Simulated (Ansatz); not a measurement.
**TaN (Fm-3m): following an unstable mode**

Wanted: the energy along a soft mode of TaN (Fm-3m) and the structure at the end.

Calculated with Ansatz 0.2.0; DFT PBEsol, scalar-relativistic, plane waves, PAW; PAW set soft_1.

This is a report of a sequence of runs, with most program output left out.

**1. Set-up**

Symmetry: Fm-3m, No. 225, cubic system. Conventional cell: a = 4.375 Å, b = 4.375 Å, c = 4.375 Å, α = 90.00°, β = 90.00°, γ = 90.00°. Nearest to Ta lie 6 N at 2.19 Å. N has 6 Ta at 2.19 Å nearest. Farther neighbours and most contacts between anions are not listed.

**2. The dispersion**

The cell comes from relaxations at this level that are not shown. Stability and thermal properties need the whole zone. Linear response on a 4×4×4 q mesh gives force constants as far as a supercell of that size would.

input.yaml

```yaml
crystal:
  lattice:
    - [0.0, 2.1873937018, 2.1873937018]
    - [2.1873937018, 0.0, 2.1873937018]
    - [2.1873937018, 2.1873937018, 0.0]
  atoms:
    - { symbol: Ta, position: [0.5, 0.5, 0.5] }
    - { symbol: "N", position: [0.0, 0.0, 0.0] }
kpoints:
  mp_grid: { grid: [16, 16, 16] }
hamiltonian:
  xc: pbesol
  pseudopotentials: { kind: paw, azcp: { folder: soft_1 }, xc_functional: pbe }
scf:
  occupations: { method: methfessel_paxton, width: 0.2 }
output:
  eigenvalues: true
phonons:
  method: dfpt
  qmesh: [4, 4, 4]
  temperatures: { t_max: 1000, t_step: 50 }
  qpath:
    path:
      - [[0.0, 0.0, 0.0], [0.5, 0.0, 0.5], [0.625, 0.25, 0.625]]
      - [[0.375, 0.375, 0.75], [0.0, 0.0, 0.0], [0.5, 0.5, 0.5], [0.5, 0.25, 0.75], [0.5, 0.0, 0.5]]
    npoints: 10
```

Command:

```bash
$ ansatz run input.yaml --threads 4 --pin off --max-ram 10240MiB --backend cpu --events-out ev --progress --plain --runs-dir out
```

Run time: 4.2 min. Hardware: 4 threads of Arm Neoverse V1, shared host; peak memory 3.2 GiB.

This step gave:

```
volume per atom                                         : 10.47 Å³
gap on the k-mesh                                       : 0 eV
sum-rule residual before enforcement                    : 3.65e-5 eV/Å²
lowest frequency on the path                            : -262.0 cm⁻¹
point group                                             : m-3m
highest frequency on the path or at a solved wavevector : 617.0 cm⁻¹
highest optical mode at the zone centre (no LO-TO term) : 407.6 cm⁻¹
lowest optical zone-centre mode                         : 407.6 cm⁻¹
lowest mode on the q mesh (acoustic modes at Γ apart)   : -262.0 cm⁻¹
```

Frequencies (cm⁻¹) solved at each irreducible wavevector; negative means imaginary. Frequencies by wavevector, by row:

| q in reciprocal lattice units | star | mode 1 | mode 2 | mode 3 | mode 4 | mode 5 | mode 6 |
| --- | --- | --- | --- | --- | --- | --- | --- |
| 0 0 0 | 1 | 0 | 0 | 0 | 407.6 | 407.6 | 407.6 |
| 0 0 0.25 | 8 | 93.2 | 93.2 | 139.5 | 526.1 | 533 | 533 |
| 0 0 -0.5 | 4 | 97 | 97 | 111.8 | 510.9 | 586 | 586 |
| 0 0.25 0.25 | 6 | 64.1 | 64.1 | 141.5 | 432.9 | 432.9 | 617 |
| 0 0.25 -0.5 | 24 | -68.9 | -46 | 48.1 | 497.8 | 528.1 | 541.2 |
| 0 0.25 -0.25 | 12 | -25.2 | 114.8 | 123.8 | 425.2 | 565.3 | 607.9 |
| 0 -0.5 -0.5 | 3 | -262 | -77.3 | -77.3 | 441.9 | 460.7 | 460.7 |
| 0.25 -0.5 -0.25 | 6 | -179.3 | -179.3 | 126.5 | 429.9 | 429.9 | 613.4 |

Interpolated from a 4×4×4 q mesh. Phonon branches along the path, in cm⁻¹:

| point | branch 1 | branch 2 | branch 3 | branch 4 | branch 5 | branch 6 |
| --- | --- | --- | --- | --- | --- | --- |
| Γ | 0 | 0 | 0 | 408 | 408 | 408 |
| halfway | 64 | 64 | 142 | 433 | 433 | 617 |
| X | -262 | -77 | -77 | 442 | 461 | 461 |
| halfway | -237 | -83 | -80 | 441 | 484 | 485 |
| U | -177 | -65 | -61 | 435 | 527 | 535 |
| jump to K | -177 | -65 | -61 | 435 | 527 | 535 |
| halfway | 84 | 114 | 138 | 433 | 568 | 593 |
| Γ | 0 | 0 | 0 | 408 | 408 | 408 |
| halfway | 93 | 93 | 140 | 526 | 533 | 533 |
| L | 97 | 97 | 112 | 511 | 586 | 586 |
| halfway | -58 | 39 | 96 | 486 | 524 | 591 |
| W | -179 | -179 | 126 | 430 | 430 | 613 |
| halfway | -221 | -136 | 61 | 438 | 448 | 546 |
| X | -262 | -77 | -77 | 442 | 461 | 461 |

Symmetry leaves 8 wavevectors to solve. The lowest mode among them, the acoustic zeros apart, lies at q = (0, -0.5, -0.5) and is imaginary, 262.0i cm⁻¹, so the energy falls along it.

**3. The mode frozen in, largest atomic shift 0 Å**

The mode followed lies at q = (0.25, -0.5, -0.25) with frequency 179.3i cm⁻¹ and is 2-fold degenerate, one of the unstable modes though not the softest. At small amplitude the distorted cell has space group no. 72 by a symmetry search on the positions. The undistorted cell that holds it gives the zero of energy on the same k mesh.

System of this step: TaN. The structure is cubic, space group Fm-3m (No. 225). The conventional cell has a = 4.375 Å, b = 4.375 Å, c = 4.375 Å, α = 90.00°, β = 90.00°, γ = 90.00°. Nearest to Ta lie 6 N at 2.19 Å. Nearest to N lie 6 Ta at 2.19 Å. Farther neighbours and most contacts between anions are not listed.

input.yaml, the sections that differ from step 2:

```yaml
crystal:
  lattice:
    - [0.0, 0.0, -4.3747874036]
    - [4.3747874036, 0.0, 0.0]
    - [2.1873937018, -4.3747874036, -2.1873937018]
  atoms:
    - { symbol: Ta, position: [0.5, 0.0, 0.0] }
    - { symbol: Ta, position: [0.0, 0.5, 0.0] }
    - { symbol: Ta, position: [0.25, 0.25, 0.5] }
    - { symbol: Ta, position: [0.75, 0.75, 0.5] }
    - { symbol: "N", position: [0.75, 0.25, 0.5] }
    - { symbol: "N", position: [0.25, 0.75, 0.5] }
    - { symbol: "N", position: [0.5, 0.5, 0.0] }
    - { symbol: "N", position: [0.0, 0.0, 0.0] }
kpoints:
  mp_grid: { grid: [10, 10, 10] }
output:
  forces: true
  stress: true
  eigenvalues: true
# hamiltonian, scf: as in step 2
# phonons: removed
```

Wall time 6.2 s (4 threads); peak memory 0.56 GiB.

This step gave:

- pressure: -0.02790 GPa
- energy from the undistorted cell: 0 meV/atom

The run ends at a pressure of -0.03 GPa.

**4. The mode frozen in, largest atomic shift 0.14 Å**

The atoms are moved along the unstable eigenvector, the largest shift by 0.14 Å, with the cell fixed.

input.yaml, the sections that differ from step 3:

```yaml
crystal:
  lattice:
    - [0.0, 0.0, -4.3747874036]
    - [4.3747874036, 0.0, 0.0]
    - [2.1873937018, -4.3747874036, -2.1873937018]
  atoms:
    - { symbol: Ta, position: [0.4818134162, 0.0, 0.0] }
    - { symbol: Ta, position: [0.0181865838, 0.5, 0.0] }
    - { symbol: Ta, position: [0.2318134162, 0.25, 0.5] }
    - { symbol: Ta, position: [0.7681865838, 0.75, 0.5] }
    - { symbol: "N", position: [0.7179984449, 0.25, 0.5] }
    - { symbol: "N", position: [0.2820015551, 0.75, 0.5] }
    - { symbol: "N", position: [0.5320015551, 0.5, 0.0] }
    - { symbol: "N", position: [-0.0320015551, 0.0, 0.0] }
# kpoints, hamiltonian, scf, output: as in step 3
```

Elapsed: 9.8 s, on 4 threads; peak memory 0.7 GiB; 38 s of CPU time.

This step gave:

```yaml
pressure: 0.1826 GPa
energy_from_the_undistorted_cell: -17.39 meV/atom
```

The energy, extrapolated to zero smearing, is -17.39 meV/atom against the undistorted cell.

The run ends at a pressure of 0.18 GPa, with forces up to 0.82 eV/Å.

**5. Energy along the mode, all amplitudes (two of the runs are shown above)**

An imaginary frequency means negative curvature, so the energy should fall and then rise again as anharmonic terms take over.

This step gave:

| Item | Value |
| --- | --- |
| depth at the lowest point sampled | 17.39 meV/atom |
| largest atomic shift at that point | 0.14 Å |

Table of energy from the parent by largest atomic shift:

| largest atomic shift (Å) | energy from the parent (meV/atom) |
| --- | --- |
| 0.000 | 0 |
| 0.040 | -3.40 |
| 0.080 | -9.93 |
| 0.140 | -17.4 |
| 0.220 | -7.11 |
| 0.320 | 68.1 |

Displacement at unit largest shift by atom:

| atom | x (Å) | y (Å) | z (Å) | size |
| --- | --- | --- | --- | --- |
| Ta1 | 0.00 | 0.00 | 0.57 | 0.57 |
| Ta2 | 0.00 | 0.00 | -0.57 | 0.57 |
| Ta3 | 0.00 | 0.00 | 0.57 | 0.57 |
| Ta4 | 0.00 | 0.00 | -0.57 | 0.57 |
| N5 | 0.00 | 0.00 | 1.00 | 1.00 |
| N6 | 0.00 | 0.00 | -1.00 | 1.00 |
| N7 | 0.00 | 0.00 | -1.00 | 1.00 |
| N8 | 0.00 | 0.00 | 1.00 | 1.00 |

The lowest of the steps tried is at 0.14 Å, 17.4 meV/atom below the parent; the bottom of the well need not coincide with a step.

**6. Relaxing from the distorted cell**

Starting from the lowest point found, all atoms and the cell are let go, so that strain and other modes of the same symmetry can join in.

input.yaml, as its differences from that of step 4:

```diff
@@ -25 +25,6 @@
   eigenvalues: true
+relax:
+  adjacent_minimum: "off"
+  f_tol: 0.002
+  max_steps: 120
+  cell: { stress_tol: 0.03 }
```

Run time: 2.8 min. Hardware: 4 threads; peak memory 0.75 GiB; 11 min of CPU time.

Step by step:

| step | energy less that of the first step (eV) | largest force component (eV/Å) | pressure (GPa) | volume (Å³) |
| --- | --- | --- | --- | --- |
| 1 | 0.0000 | 0.7755 | 0.18 | 83.73 |
| 2 | -0.1876 | 0.3386 | 2.04 | 83.29 |
| 3 | 1.6840 | 4.0095 | 12.47 | 83.57 |
| 4 | -0.2446 | 0.3635 | -2.94 | 84.59 |
| 5 | -0.2730 | 0.2846 | 1.15 | 83.80 |
| 6 | -0.2921 | 0.2509 | -0.81 | 84.22 |
| 7 | -0.2964 | 0.1891 | 0.06 | 83.87 |
| 8 | -0.3148 | 0.0960 | 0.41 | 83.76 |
| 9 | -0.3169 | 0.0742 | 0.10 | 83.88 |
| 10 | -0.3185 | 0.0213 | -0.23 | 83.95 |
| 11 | -0.3187 | 0.0037 | -0.02 | 83.91 |
| 12 | -0.3188 | 0.0038 | -0.01 | 83.90 |
| 13 | -0.3188 | 0.0009 | 0.01 | 83.90 |
| 14* | -0.3196 | 0.0010 | 0.02 | 83.90 |
| 15 | -0.3196 | 0.0002 | 0.00 | 83.91 |
| 16* | -0.3196 | 0.0002 | 0.00 | 83.91 |

Relaxation steps marked * repeat the geometry before them on a plane-wave basis chosen anew for their cell, so energy and pressure can jump there. Relaxation step 3 was tried and not accepted.

Forces are held to the 8 operations that the run works with; a distortion that breaks them can't arise in this run.

| conventional cell, symmetrised | before | after | change |
| --- | --- | --- | --- |
| a (Å) | 4.375 | 4.382 | +0.2 % |
| b (Å) | 8.750 | 8.891 | +1.6 % |
| c (Å) | 4.375 | 4.307 | -1.5 % |
| volume (Å³/atom) | 10.47 | 10.49 | +0.2 % |

The atoms that moved most (Å, as changes of fractional coordinates times the final cell):

| atom | dx | dy | dz | length |
| --- | --- | --- | --- | --- |
| N7 | 0.000 | 0.128 | 0.053 | 0.138 |
| N6 | 0.000 | -0.128 | 0.053 | 0.138 |
| N5 | 0.000 | -0.128 | -0.053 | 0.138 |
| N8 | 0.000 | 0.128 | -0.053 | 0.138 |
| Ta4 | 0.000 | 0.117 | -0.007 | 0.117 |
| Ta2 | 0.000 | -0.117 | -0.007 | 0.117 |
| Ta1 | 0.000 | -0.117 | 0.007 | 0.117 |
| Ta3 | 0.000 | 0.117 | 0.007 | 0.117 |

Final coordinates:

```cif
data_structure
_symmetry_space_group_name_H-M 'P 1'
_symmetry_Int_Tables_number 1
_cell_length_a 4.3821
_cell_length_b 4.3073
_cell_length_c 5.4037
_cell_angle_alpha 66.513
_cell_angle_beta 66.079
_cell_angle_gamma 90.000
_cell_volume 83.91
loop_
_atom_site_label
_atom_site_type_symbol
_atom_site_fract_x
_atom_site_fract_y
_atom_site_fract_z
_atom_site_occupancy
Ta1 Ta 0.46711 0.98687 0.02627 1
Ta2 Ta 0.00662 0.48687 0.02627 1
Ta3 Ta 0.24338 0.26313 0.47373 1
Ta4 Ta 0.78289 0.76313 0.47373 1
N5 N 0.71574 0.23563 0.52874 1
N6 N 0.25552 0.73563 0.52874 1
N7 N 0.53426 0.51437 0.97126 1
N8 N 0.99448 0.01437 0.97126 1
```

This step gave:

```
pressure        : -9.05e-4 GPa
volume per atom : 10.49 Å³
```

The distorted start has space group Ibam; the relaxation ends in Ibam.

**7. The new phase in its own primitive cell**

The relaxed structure is symmetrised, reduced to its primitive cell and relaxed tightly, as its phonons need.

input.yaml

```yaml
crystal:
  lattice:
    - [-2.1910542569, 4.4453735388, 2.1536449454]
    - [2.1910542569, -4.4453735388, 2.1536449454]
    - [2.1910542569, 4.4453735388, -2.1536449454]
  atoms:
    - { symbol: Ta, position: [0.6118661969, 0.2697522724, 0.8816184693] }
    - { symbol: Ta, position: [0.1118661969, 0.2302477276, 0.3421139245] }
    - { symbol: Ta, position: [0.8881338031, 0.7697522724, 0.6578860755] }
    - { symbol: Ta, position: [0.3881338031, 0.7302477276, 0.1183815307] }
    - { symbol: "N", position: [0.8606298963, 0.2698853256, 0.130515222] }
    - { symbol: "N", position: [0.3606298963, 0.2301146744, 0.5907445707] }
    - { symbol: "N", position: [0.1393701037, 0.7301146744, 0.869484778] }
    - { symbol: "N", position: [0.6393701037, 0.7698853256, 0.4092554293] }
kpoints:
  mp_grid: { grid: [12, 12, 12] }
hamiltonian:
  xc: pbesol
  pseudopotentials: { kind: paw, azcp: { folder: soft_1 }, xc_functional: pbe }
scf:
  occupations: { method: methfessel_paxton, width: 0.2 }
output:
  forces: true
  stress: true
  eigenvalues: true
relax:
  adjacent_minimum: "off"
  f_tol: 0.001
  max_steps: 60
  cell: { stress_tol: 0.01 }
```

It took 2.6 min on 4 threads; peak memory 1 GiB; 10 min of CPU time.

Step by step:

| step | energy less that of the first step (eV) | largest force component (eV/Å) | pressure (GPa) | volume (Å³) |
| --- | --- | --- | --- | --- |
| 1 | 0.0000 | 0.0197 | -0.02 | 83.91 |
| 2 | -0.0002 | 0.0048 | -0.02 | 83.90 |
| 3 | -0.0003 | 0.0056 | 0.02 | 83.89 |
| 4 | -0.0005 | 0.0151 | -0.04 | 83.91 |
| 5 | -0.0003 | 0.0175 | -0.24 | 83.97 |
| 6 | -0.0006 | 0.0026 | 0.05 | 83.89 |
| 7 | -0.0006 | 0.0002 | 0.00 | 83.90 |
| 8* | -0.0006 | 0.0002 | 0.00 | 83.90 |
| 9 | -0.0006 | 0.0001 | 0.00 | 83.90 |
| 10* | -0.0006 | 0.0001 | 0.00 | 83.90 |

Relaxation steps marked * repeat the geometry before them on a plane-wave basis chosen anew for their cell, so energy and pressure can jump there. Relaxation step 5 was tried and not accepted.

The run keeps the 8 symmetry operations that it works with, so distortions that break them were not tested.

| conventional cell, symmetrised | before | after | change |
| --- | --- | --- | --- |
| a (Å) | 4.382 | 4.390 | +0.2 % |
| b (Å) | 8.891 | 8.872 | -0.2 % |
| c (Å) | 4.307 | 4.309 | +0.0 % |
| volume (Å³/atom) | 10.49 | 10.49 | -0.0 % |

The atoms that moved most (Å, as changes of fractional coordinates times the final cell):

| atom | dx | dy | dz | length |
| --- | --- | --- | --- | --- |
| N5 | 0.008 | 0.006 | 0.000 | 0.010 |
| N8 | 0.008 | -0.006 | 0.000 | 0.010 |
| N6 | -0.008 | 0.006 | 0.000 | 0.010 |
| N7 | -0.008 | -0.006 | 0.000 | 0.010 |
| Ta2 | -0.008 | 0.005 | 0.000 | 0.010 |
| Ta4 | -0.008 | -0.005 | 0.000 | 0.010 |
| Ta3 | 0.008 | -0.005 | 0.000 | 0.010 |
| Ta1 | 0.008 | 0.005 | 0.000 | 0.010 |

The relaxed structure:

```xyz
8
Lattice="-2.1950 4.4358 2.1544 2.1950 -4.4358 2.1544 2.1950 4.4358 -2.1544" Properties=species:S:1:pos:R:3 pbc="T T T"
Ta    1.1921    5.4336    0.0000
Ta    1.0029    0.9979    0.0000
Ta    1.1921    3.4379    2.1544
Ta    1.0029   -0.9979    2.1544
N    -1.0018    3.2057    2.1544
N     1.0018    3.2057    0.0000
N     3.1968    1.2301    0.0000
N     1.1931    1.2301    2.1544
```

This step gave:

```
pressure : 3.44e-6 GPa
```

The largest force component left is 0.093 meV/Å and the pressure is 0.000 GPa, within the tolerances set. The cell now holds 10.49 Å³/atom.

**8. Modes of the new phase, k-mesh 12×12×12**

A relaxed structure may still be a saddle point, so its zone-centre modes are computed. No field response is asked, since the mesh shows no gap.

input.yaml

```yaml
crystal:
  lattice:
    - [-2.1949955821, 4.4357808644, 2.1543517399]
    - [2.1949955821, -4.4357808644, 2.1543517399]
    - [2.1949955821, 4.4357808644, -2.1543517399]
  atoms:
    - { symbol: Ta, position: [0.6124775026, 0.2715454792, 0.8840229818] }
    - { symbol: Ta, position: [0.1124775026, 0.2284545208, 0.3409320234] }
    - { symbol: Ta, position: [0.8875224974, 0.7715454792, 0.6590679766] }
    - { symbol: Ta, position: [0.3875224974, 0.7284545208, 0.1159770182] }
    - { symbol: "N", position: [0.8613436074, 0.2717878189, 0.1331314264] }
    - { symbol: "N", position: [0.3613436074, 0.2282121811, 0.5895557885] }
    - { symbol: "N", position: [0.1386563926, 0.7282121811, 0.8668685736] }
    - { symbol: "N", position: [0.6386563926, 0.7717878189, 0.4104442115] }
kpoints:
  mp_grid: { grid: [12, 12, 12] }
hamiltonian:
  xc: pbesol
  pseudopotentials: { kind: paw, azcp: { folder: soft_1 }, xc_functional: pbe }
scf:
  occupations: { method: methfessel_paxton, width: 0.2 }
output:
  eigenvalues: true
phonons:
  method: dfpt
```

Elapsed: 7.6 min, on 4 threads; peak memory 5.2 GiB.

Numbers from this step:

```yaml
sum_rule_residual_before_enforcement: 1.43e-5 eV/Å²
point_group: mmm
highest_optical_mode_at_the_zone_centre_no_lo_to_term: 597.2 cm⁻¹
lowest_optical_zone_centre_mode: 52.24 cm⁻¹
```

Patterns of degenerate modes are one choice out of their space. The modes at Γ (shares of kinetic energy by element, %):

| mode | frequency (cm⁻¹) | symmetry | Ta % | N % |
| --- | --- | --- | --- | --- |
| 1 | 0.0 | acoustic | 93 | 7 |
| 2 | 0.0 | acoustic | 93 | 7 |
| 3 | 0.0 | acoustic | 93 | 7 |
| 4 | 52.2 | B1g | 95 | 5 |
| 5 | 89.8 | B3g | 95 | 5 |
| 6 | 104.2 | Au | 94 | 6 |
| 7 | 106.1 | B2u | 94 | 6 |
| 8 | 113.8 | Ag | 94 | 6 |
| 9 | 124.8 | B2g | 95 | 5 |
| 10 | 146.0 | B3u | 100 | 0 |
| 11 | 152.8 | B1g | 100 | 0 |
| 12 | 195.0 | Ag | 99 | 1 |
| 13 | 400.7 | B2u | 8 | 92 |
| 14 | 450.4 | B3u | 7 | 93 |
| 15 | 460.8 | Ag | 6 | 94 |
| 16 | 480.6 | B1g | 5 | 95 |
| 17 | 483.9 | B1u | 7 | 93 |
| 18 | 511.9 | Au | 6 | 94 |
| 19 | 519.5 | B3g | 5 | 95 |
| 20 | 524.6 | B2u | 5 | 95 |
| 21 | 537.9 | Ag | 1 | 99 |
| 22 | 540.0 | B2g | 5 | 95 |
| 23 | 586.4 | B3u | 0 | 100 |
| 24 | 597.2 | B1g | 0 | 100 |

Displacements in mode 4 (52.2 cm⁻¹), the largest set to 1:
```
Ta1  1.00 -0.21  0.00
Ta2  1.00  0.21  0.00
Ta3 -1.00 -0.21  0.00
Ta4 -1.00  0.21  0.00
N5  -0.87 -0.06  0.00
N6  -0.87  0.06  0.00
N7   0.87  0.06  0.00
N8   0.87 -0.06  0.00
```

Displacements in mode 21 (537.9 cm⁻¹), the largest set to 1:
```
Ta1 -0.03  0.02  0.00
Ta2  0.03  0.02  0.00
Ta3 -0.03 -0.02  0.00
Ta4  0.03 -0.02  0.00
N5   0.91 -1.00  0.00
N6  -0.91 -1.00  0.00
N7  -0.91  1.00  0.00
N8   0.91  1.00  0.00
```

Before it was imposed, the acoustic sum rule was missed by 1.4e-5 eV/Å². Small misses are needed for a sound result but don't prove that mesh and cutoff are converged. The lowest optical mode is real, 52.2 cm⁻¹.

**9. Outcome**

| Property | Result |
| --- | --- |
| unstable mode of the parent | q = (0.25, -0.5, -0.25), 179i cm⁻¹ |
| depth at the lowest point sampled | 17.4 meV/atom |
| largest atomic shift at that point | 0.14 Å |
| space group reached (within 0.01 Å) | Ibam |
| energy gained over the parent (first relaxation, on the mesh of the frozen mode) | 57.1 meV/atom |
| volume per atom, phase reached | 10.5 Å³ |
| lowest optical zone-centre mode, phase reached | 52.2 cm⁻¹ |
| highest optical mode at the zone centre (no LO-TO term), phase reached | 597 cm⁻¹ |

In words: Along this mode the structure falls into Ibam, 57.1 meV/atom below the parent. At the parent's cell the well is 17.39 meV/atom deep on the steps tried, with its lowest point at a shift of 0.14 Å. Relaxing atoms and cell changes the gain by +39.72 meV/atom against the lowest step (energies at zero smearing). Most of the total comes from this relaxation. The new phase has no imaginary mode at the zone centre of its cell; other wavevectors were not checked. Of the 4 patterns followed to their end from this parent, this one ends 1.08 meV/atom above the lowest, P4/nmm. Each path keeps the symmetry of its pattern, so a lower phase may lie along a pattern not tried. With no gap, or one that is small against the smearing, the frequencies hang on the k mesh and the smearing, most of all near Kohn anomalies. Spin-orbit coupling is left out, which can matter for the heavy elements here. The PAW files were made for PBE and serve the other functionals too.

[Logs are printed without paths, hosts, clocks, repeated set-up lines and the standing remarks that a program may print on its own settings, such as how far it seeks lower states.]

[Hosts, paths, dates, database ids (printed as entryN), source tags and the programs' standing remarks are cut or masked in the printed files.]
